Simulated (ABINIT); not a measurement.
# NaCl (Fm-3m): G0W0 in ABINIT against the plane-wave cutoff, part 2 of 2

Wanted: the cheapest plane-wave cutoff that holds the gap of NaCl (Fm-3m).

ABINIT 10.8.3; PBE and many-body steps on it, plane waves. Known limits of the many-body steps: not at the basis limit; coarse k mesh.

So far. Step 5 (Empty states on the mesh, 4×4×4 mesh, 30 bands): On this mesh the gap is 5.150 eV. Step 6 (Screening, 4×4×4 mesh, 26 bands, screening to 106.1 eV): Local fields lower ε∞ by 15 %. On a Γ-centred mesh this coarse the value itself is usually too large, while a short band sum pulls it down.

The database entry behind the starting cell differs from later determinations by our own check (an axis about 0.4 % short against later determinations), so it need not match the best structure at ambient conditions.

**8. Screening, 4×4×4 mesh, 26 bands, screening to 106.1 eV**

This step: RPA screening on PBE, plane waves, norm-conserving pseudopotentials.

The input, run.abi:

```
acell 3*1.0 Angstrom
rprim 
  0.000000000000 2.810000000000 2.810000000000
  2.810000000000 0.000000000000 2.810000000000
  2.810000000000 2.810000000000 0.000000000000
ntypat 2
znucl 11 17
natom 2
typat 1 2
xred 
  0.000000000000 0.000000000000 0.000000000000
  0.500000000000 0.500000000000 0.500000000000
pp_dirpath "pseudos"
pseudos "Na.upf, Cl.upf"
ecut 30
ngkpt 4 4 4
nshiftk 1
shiftk 0 0 0
kptopt 1
chksymbreak 0
istwfk *1
occopt 1
irdwfk 1
optdriver 3
nband 26
ecuteps 3.9
inclvkb 2
awtr 1
symchi 1
indata_prefix "in"
outdata_prefix "out"
tmpdata_prefix "tmp"
```

Launch:

```sh
> OMP_NUM_THREADS=1 mpirun -n 4 abinit run.abi > log
```

Numbers of over 12 decimals in the logs are rounded to 6 here.

What it wrote:

```text
.Version 10.8.3 of ABINIT. v10.8.2 released Aug 2026.

 Symmetries : space group Fm -3 m (#225); Bravais cF (face-center cubic)
[... echo of the input left out ...]
== DATASET  1 ==================================================================
-   mpi_nproc: 4, omp_nthreads: 1 (-1 if OMP is not activated)

--- !DatasetInfo
iteration_state: {dtset: 1, }
dimensions: {natom: 2, nkpt: 8, mband: 26, nsppol: 1, nspinor: 1, nspden: 1, mpw: 2397, }
cutoff_energies: {ecut:  30.0, pawecutdg:  -1.0, }
electrons: {nelect:   1.60000000E+01, charge:   0.00000000E+00, occopt:   1.00000000E+00, tsmear:   1.00000000E-02, }

 SCREENING: Calculation of the susceptibility and dielectric matrices

 Based on a program developped by R.W. Godby, V. Olevano, G. Onida, and L. Reining.
 Incorporated in ABINIT by V. Olevano, G.-M. Rignanese, and M. Torrent.
.Using double precision arithmetic ; gwpc =  8

[... cell and pseudopotentials left out ...]
--------------------------------------------------------------------------------

 ==== K-mesh for the wavefunctions ====
 Number of points in the irreducible wedge :     8
[... list of points left out ...]
 Together with 48 symmetry operations and time-reversal symmetry
 yields    64 points in the full Brillouin Zone.

 ==== Q-mesh for the screening function ====
 Number of points in the irreducible wedge :     8
[... list of points left out ...]
 Together with 48 symmetry operations and time-reversal symmetry
 yields    64 points in the full Brillouin Zone.

 setmesh: FFT mesh size selected  =    25x   25x   25
          total number of points  =        15625

 vcoul_init : cutoff-mode = AUXILIARY_FUNCTION
 q-points for optical limit:   1
     1)      0.000010    0.000020    0.000030

- screening: taking advantage of time-reversal symmetry
- Maximum band index for partially occupied states nbvw = 8
- Remaining bands to be divided among processors   nbcw = 18
- Number of bands treated by each node ~4

 Number of electrons calculated from density =   16.0000; Expected =   16.0000
 average of density, n =  0.053429
 r_s =    1.6471
 omega_plasma =   22.2968 [eV]

 calculating chi0 at frequencies [eV] :
  1    0.000000E+00    0.000000E+00
  2    0.000000E+00    2.229681E+01

--------------------------------------------------------------------------------
  q-point number  1        q = ( 0.000000, 0.000000, 0.000000) [r.l.u.]
--------------------------------------------------------------------------------
[... chi0 elements left out ...]
 For q-point:  0.000010 0.000020 0.000030
  dielectric constant =   2.3545
  dielectric constant without local fields =   2.7726

  Average fulfillment of the sum rule on Im[epsilon] for q-point    1 :     25.96  [%]
[... wings left out ...]
  q-point number  2        q = ( 0.250000, 0.000000, 0.000000) [r.l.u.]
--------------------------------------------------------------------------------
[... chi0 elements left out ...]
  Average fulfillment of the sum rule on Im[epsilon] for q-point    2 :     42.35  [%]

 [... 6 further q-points ...]
```

It took 10 s on 4 MPI ranks of Arm Neoverse N1, shared host; peak memory 0.41 GiB.

This step gave:

```yaml
eps_infinity_with_local_fields_on_this_mesh_along_the_program_s_q_direction: 2.354
the_same_without_local_fields: 2.773
plasma_frequency: 22.30 eV
plane_waves_in_the_screening_matrix: 113
```

**9. 30 Ha**

The self-energy is evaluated for the states that the input lists, and the levels follow from it, in one-shot runs by the linearised quasiparticle equation.

This step: G0W0 on PBE, plane waves, norm-conserving pseudopotentials.

Changes to run.abi since step 8:

```diff
@@ -23,8 +23,15 @@
 irdwfk 1
-optdriver 3
+optdriver 4
 nband 26
+gwcalctyp 0
+ecutsigx 30
+symsigma 1
+nkptgw 1
+kptgw 
+  0.0000000000 0.0000000000 0.0000000000
+bdgw 
+  6 12
 ecuteps 3.9
-inclvkb 2
-awtr 1
-symchi 1
+irdscr 1
+ppmodel 1
 indata_prefix "in"
```

What it wrote:

```text
.Version 10.8.3 of ABINIT. v10.8.2 released Aug 2026.

 Symmetries : space group Fm -3 m (#225); Bravais cF (face-center cubic)
[... echo of the input left out ...]
== DATASET  1 ==================================================================
-   mpi_nproc: 4, omp_nthreads: 1 (-1 if OMP is not activated)

--- !DatasetInfo
iteration_state: {dtset: 1, }
dimensions: {natom: 2, nkpt: 8, mband: 26, nsppol: 1, nspinor: 1, nspden: 1, mpw: 2397, }
cutoff_energies: {ecut:  30.0, pawecutdg:  -1.0, }
electrons: {nelect:   1.60000000E+01, charge:   0.00000000E+00, occopt:   1.00000000E+00, tsmear:   1.00000000E-02, }

 SIGMA: Calculation of the GW corrections

 Based on a program developped by R.W. Godby, V. Olevano, G. Onida, and L. Reining.
 Incorporated in ABINIT by V. Olevano, G.-M. Rignanese, and M. Torrent.
.Using double precision arithmetic ; gwpc =  8

[... cell and pseudopotentials left out ...]
--------------------------------------------------------------------------------

 ==== K-mesh for the wavefunctions ====
 Number of points in the irreducible wedge :     8
[... list of points left out ...]
 Together with 48 symmetry operations and time-reversal symmetry
 yields    64 points in the full Brillouin Zone.

 ==== Q-mesh for screening function ====
 Number of points in the irreducible wedge :     8
[... list of points left out ...]
 Together with 48 symmetry operations and time-reversal symmetry
 yields    64 points in the full Brillouin Zone.

 vcoul_init : cutoff-mode = AUXILIARY_FUNCTION
 q-points for optical limit:   1
     1)      0.000010    0.000020    0.000030
 setmesh: FFT mesh size selected  =    40x   40x   40
          total number of points  =        64000

 Number of electrons calculated from density =   16.0000; Expected =   16.0000
[...]
number of q-points in BZ                           64
 number of frequencies for dSigma/dE                 9
 frequency step for dSigma/dE [eV]                0.25
 number of omega for Sigma on real axis              0
 max omega for Sigma on real axis  [eV]           0.00
 zcut for avoiding poles [eV]                     0.10

 EPSILON^-1 parameters (SCR file):
 dimension of the eps^-1 matrix on file            113
 dimension of the eps^-1 matrix used               113
 number of plane-waves for wavefunctions          2397
 number of bands                                    26
 number of q-points in IBZ                           8
 number of frequencies                               2
 number of real frequencies                          1
 number of imag frequencies                          1

 matrix elements of self-energy operator (all in [eV])

 Perturbative Calculation

--- !SelfEnergy_ee
iteration_state: {dtset: 1, }
kpoint     : [   0.000,    0.000,    0.000, ]
spin       : 1
KS_gap     :    5.141
QP_gap     :    7.914
Delta_QP_KS:    2.773
data: !SigmaeeData |
     Band     E0 <VxcDFT>   SigX SigC(E0)      Z dSigC/dE  Sig(E)    E-E0       E
        6  -0.538 -14.493 -18.925   2.573   0.816  -0.226 -16.010  -1.517  -2.055
        7  -0.538 -14.493 -18.925   2.573   0.816  -0.226 -16.010  -1.517  -2.055
        8  -0.538 -14.493 -18.925   2.573   0.816  -0.226 -16.010  -1.517  -2.055
        9   4.604  -8.181  -4.161  -2.574   0.868  -0.151  -6.925   1.256   5.859
       10  10.524  -8.377  -3.599  -2.527   0.865  -0.156  -6.430   1.947  12.471
       11  10.524  -8.377  -3.599  -2.527   0.865  -0.156  -6.430   1.947  12.471
       12  10.524  -8.377  -3.599  -2.527   0.865  -0.156  -6.430   1.947  12.471

== END DATASET(S) ==============================================================
================================================================================

 -outvars: echo values of variables after computation  --------
           etotal      0.0000000000E+00
            nband          26
             nkpt           8
          spgroup         225
 [... the other variables as echoed above ...]

 Calculation completed.
```

Wall time 4.6 s (4 MPI ranks); peak memory 0.26 GiB.

Numbers from this step:

```yaml
g0w0_gap_on_the_points_computed: 7.914 eV
starting_gap_on_the_mesh: 5.141 eV
k_of_the_valence_top: 0, 0, 0
k_of_the_conduction_bottom: 0, 0, 0
z_at_the_valence_top: 0.816
z_at_the_conduction_bottom: 0.868
least_direct_g0w0_gap_on_the_computed_points: 7.914 eV
```

The gap on the mesh goes from 5.14 eV to 7.91 eV, a correction of +2.77 eV.

**10. Screening, 4×4×4 mesh, 26 bands, screening to 106.1 eV**

This step: RPA screening on PBE, plane waves, norm-conserving pseudopotentials.

Changes to run.abi since step 9:

```diff
@@ -14,3 +14,3 @@
 pseudos "Na.upf, Cl.upf"
-ecut 30
+ecut 38
 ngkpt 4 4 4
@@ -23,15 +23,8 @@
 irdwfk 1
-optdriver 4
+optdriver 3
 nband 26
-gwcalctyp 0
-ecutsigx 30
-symsigma 1
-nkptgw 1
-kptgw 
-  0.0000000000 0.0000000000 0.0000000000
-bdgw 
-  6 12
 ecuteps 3.9
-irdscr 1
-ppmodel 1
+inclvkb 2
+awtr 1
+symchi 1
 indata_prefix "in"
```

What it wrote:

```text
.Version 10.8.3 of ABINIT. v10.8.2 released Aug 2026.

 Symmetries : space group Fm -3 m (#225); Bravais cF (face-center cubic)
[... echo of the input left out ...]
== DATASET  1 ==================================================================
-   mpi_nproc: 4, omp_nthreads: 1 (-1 if OMP is not activated)

--- !DatasetInfo
iteration_state: {dtset: 1, }
dimensions: {natom: 2, nkpt: 8, mband: 26, nsppol: 1, nspinor: 1, nspden: 1, mpw: 3383, }
cutoff_energies: {ecut:  38.0, pawecutdg:  -1.0, }
[...]
--------------------------------------------------------------------------------
[... chi0 elements left out ...]
 For q-point:  0.000010 0.000020 0.000030
  dielectric constant =   2.3533
  dielectric constant without local fields =   2.7714

  Average fulfillment of the sum rule on Im[epsilon] for q-point    1 :     25.95  [%]
[... wings left out ...]
  q-point number  2        q = ( 0.250000, 0.000000, 0.000000) [r.l.u.]
--------------------------------------------------------------------------------
[... chi0 elements left out ...]
  Average fulfillment of the sum rule on Im[epsilon] for q-point    2 :     42.36  [%]

 [... 6 further q-points ...]
```

Wall time 16 s (4 MPI ranks); peak memory 0.47 GiB; 52 s of CPU time.

Numbers from this step:

| Quantity | Value |
| --- | --- |
| ε∞ with local fields, on this mesh, along the program's q direction | 2.353 |
| the same without local fields | 2.771 |
| plasma frequency | 22.30 eV |
| plane waves in the screening matrix | 113 |

**11. 38 Ha**

This step: G0W0 on PBE, plane waves, norm-conserving pseudopotentials.

Changes to run.abi since step 10:

```diff
@@ -23,8 +23,15 @@
 irdwfk 1
-optdriver 3
+optdriver 4
 nband 26
+gwcalctyp 0
+ecutsigx 38
+symsigma 1
+nkptgw 1
+kptgw 
+  0.0000000000 0.0000000000 0.0000000000
+bdgw 
+  6 12
 ecuteps 3.9
-inclvkb 2
-awtr 1
-symchi 1
+irdscr 1
+ppmodel 1
 indata_prefix "in"
```

What it wrote:

```text
.Version 10.8.3 of ABINIT. v10.8.2 released Aug 2026.

 Symmetries : space group Fm -3 m (#225); Bravais cF (face-center cubic)
[... echo of the input left out ...]
== DATASET  1 ==================================================================
-   mpi_nproc: 4, omp_nthreads: 1 (-1 if OMP is not activated)

--- !DatasetInfo
iteration_state: {dtset: 1, }
dimensions: {natom: 2, nkpt: 8, mband: 26, nsppol: 1, nspinor: 1, nspden: 1, mpw: 3383, }
cutoff_energies: {ecut:  38.0, pawecutdg:  -1.0, }
[...]
10  10.523  -8.376  -3.599  -2.528   0.864  -0.158  -6.434   1.943  12.466
       11  10.523  -8.376  -3.599  -2.528   0.864  -0.158  -6.434   1.943  12.466
       12  10.523  -8.376  -3.599  -2.528   0.864  -0.158  -6.434   1.943  12.466

== END DATASET(S) ==============================================================
================================================================================

 -outvars: echo values of variables after computation  --------
           etotal      0.0000000000E+00
            nband          26
             nkpt           8
          spgroup         225
 [... the other variables as echoed above ...]

 Calculation completed.
```

It took 6.3 s on 4 MPI ranks; peak memory 0.52 GiB.

This step gave:

| Property | Result |
| --- | --- |
| G0W0 gap on the points computed | 7.919 eV |
| starting gap on the mesh | 5.150 eV |
| k of the valence top | 0, 0, 0 |
| k of the conduction bottom | 0, 0, 0 |
| least direct G0W0 gap on the computed points | 7.919 eV |

Against the run before, the gap moves by +0.005 eV.

**12. Screening, 4×4×4 mesh, 26 bands, screening to 106.1 eV**

This step: RPA screening on PBE, plane waves, norm-conserving pseudopotentials.

Changes to run.abi since step 11:

```diff
@@ -14,3 +14,3 @@
 pseudos "Na.upf, Cl.upf"
-ecut 38
+ecut 48
 ngkpt 4 4 4
@@ -23,15 +23,8 @@
 irdwfk 1
-optdriver 4
+optdriver 3
 nband 26
-gwcalctyp 0
-ecutsigx 38
-symsigma 1
-nkptgw 1
-kptgw 
-  0.0000000000 0.0000000000 0.0000000000
-bdgw 
-  6 12
 ecuteps 3.9
-irdscr 1
-ppmodel 1
+inclvkb 2
+awtr 1
+symchi 1
 indata_prefix "in"
```

What it wrote:

```text
.Version 10.8.3 of ABINIT. v10.8.2 released Aug 2026.

 Symmetries : space group Fm -3 m (#225); Bravais cF (face-center cubic)
[... echo of the input left out ...]
== DATASET  1 ==================================================================
-   mpi_nproc: 4, omp_nthreads: 1 (-1 if OMP is not activated)

--- !DatasetInfo
iteration_state: {dtset: 1, }
dimensions: {natom: 2, nkpt: 8, mband: 26, nsppol: 1, nspinor: 1, nspden: 1, mpw: 4801, }
cutoff_energies: {ecut:  48.0, pawecutdg:  -1.0, }
[...]
--------------------------------------------------------------------------------
[... chi0 elements left out ...]
 For q-point:  0.000010 0.000020 0.000030
  dielectric constant =   2.3535
  dielectric constant without local fields =   2.7715

  Average fulfillment of the sum rule on Im[epsilon] for q-point    1 :     25.95  [%]
[... wings left out ...]
  q-point number  2        q = ( 0.250000, 0.000000, 0.000000) [r.l.u.]
--------------------------------------------------------------------------------
[... chi0 elements left out ...]
  Average fulfillment of the sum rule on Im[epsilon] for q-point    2 :     42.36  [%]

 [... 6 further q-points ...]
```

Elapsed: 22 s, on 4 MPI ranks; peak memory 0.57 GiB; 58 s of CPU time.

Numbers from this step:

- ε∞ with local fields, on this mesh, along the program's q direction: 2.353
- the same without local fields: 2.772
- plasma frequency: 22.30 eV
- plane waves in the screening matrix: 113

**13. 48 Ha**

This step: G0W0 on PBE, plane waves, norm-conserving pseudopotentials.

Changes to run.abi since step 12:

```diff
@@ -23,8 +23,15 @@
 irdwfk 1
-optdriver 3
+optdriver 4
 nband 26
+gwcalctyp 0
+ecutsigx 48
+symsigma 1
+nkptgw 1
+kptgw 
+  0.0000000000 0.0000000000 0.0000000000
+bdgw 
+  6 12
 ecuteps 3.9
-inclvkb 2
-awtr 1
-symchi 1
+irdscr 1
+ppmodel 1
 indata_prefix "in"
```

What it wrote:

```text
.Version 10.8.3 of ABINIT. v10.8.2 released Aug 2026.

 Symmetries : space group Fm -3 m (#225); Bravais cF (face-center cubic)
[... echo of the input left out ...]
== DATASET  1 ==================================================================
-   mpi_nproc: 4, omp_nthreads: 1 (-1 if OMP is not activated)

--- !DatasetInfo
iteration_state: {dtset: 1, }
dimensions: {natom: 2, nkpt: 8, mband: 26, nsppol: 1, nspinor: 1, nspden: 1, mpw: 4801, }
cutoff_energies: {ecut:  48.0, pawecutdg:  -1.0, }
[...]
10  10.523  -8.376  -3.599  -2.526   0.865  -0.157  -6.430   1.946  12.469
       11  10.523  -8.376  -3.599  -2.526   0.865  -0.157  -6.430   1.946  12.469
       12  10.523  -8.376  -3.599  -2.526   0.865  -0.157  -6.430   1.946  12.469

== END DATASET(S) ==============================================================
================================================================================

 -outvars: echo values of variables after computation  --------
           etotal      0.0000000000E+00
            nband          26
             nkpt           8
          spgroup         225
 [... the other variables as echoed above ...]

 Calculation completed.
```

Run time: 8.4 s. Hardware: 4 MPI ranks; peak memory 0.39 GiB; 20 s of CPU time.

This step gave:

| Quantity | Value |
| --- | --- |
| G0W0 gap on the points computed | 7.919 eV |
| starting gap on the mesh | 5.150 eV |
| k of the valence top | 0, 0, 0 |
| k of the conduction bottom | 0, 0, 0 |
| least direct G0W0 gap on the computed points | 7.919 eV |

Against the run before, the gap moves by +0.000 eV.

**14. Side by side**

Times are wall times on 4 MPI ranks of Arm Neoverse N1, shared host. The host was busy with other work, so they are no guide to cost. A run's time includes the screening step that it read.

| run | mesh | bands | screening cutoff (eV) | DFT gap (eV) | gap on the mesh (eV) | direct (eV) | ε∞ used | time |
| --- | --- | --- | --- | --- | --- | --- | --- | --- |
| 23 Ha | 4×4×4 | 26 | 106.1 | 5.076 | 7.860 | 7.860 | 2.37 | 16 s |
| 30 Ha | 4×4×4 | 26 | 106.1 | 5.141 | 7.914 | 7.914 | 2.35 | 15 s |
| 38 Ha | 4×4×4 | 26 | 106.1 | 5.150 | 7.919 | 7.919 | 2.35 | 22 s |
| 48 Ha | 4×4×4 | 26 | 106.1 | 5.150 | 7.919 | 7.919 | 2.35 | 31 s |

**15. Summary of results**

- 23 Ha: 7.860 eV
- 30 Ha: 7.914 eV
- 38 Ha: 7.919 eV
- 48 Ha: 7.919 eV
- known limits: not at the basis limit; coarse k mesh

The setting moved: plane-wave cutoff. From 23 Ha to 48 Ha the gap moves by +0.06 eV. It holds to 0.03 eV from 30 Ha on. Bands and screening cutoff are coupled, so a series along one setting does not show full convergence. Bands and cutoff are finite, so the gap is not at the basis limit. The miss can reach some tenths of an eV and take either sign; the mesh is an error of its own. In the G0W0 runs levels were corrected at 1 k point alone, so a gap called «on the mesh» is the least over those, and an edge elsewhere would be missed. The 4×4×4 mesh is coarse for this cell, which bears on the long-range parts of exchange and screening.

[Paths, hosts, dates, memory and timing lines, banners, echoed tables and standing remarks are left out of the program output.]

[Logs are printed without paths, hosts, clocks, repeated set-up lines and the standing remarks that a program may print on its own settings, such as how far it seeks lower states.]

[Runs of the session that timed out or met a known fault of the program may be left out.]

[Hosts, paths, dates, database ids (printed as entryN), source tags and the programs' standing remarks are cut or masked in the printed files.]

[G0W0 gaps are taken among the corrected bands and points alone; a level outside them can change the order at an edge.]

[Where Ansatz stands beside ABINIT at settings called matched, ABINIT's density can come from a denser mesh and the files from another edition; pairs whose starting gaps differed by over 0.03 eV were left out, so agreement reads better than it is.]
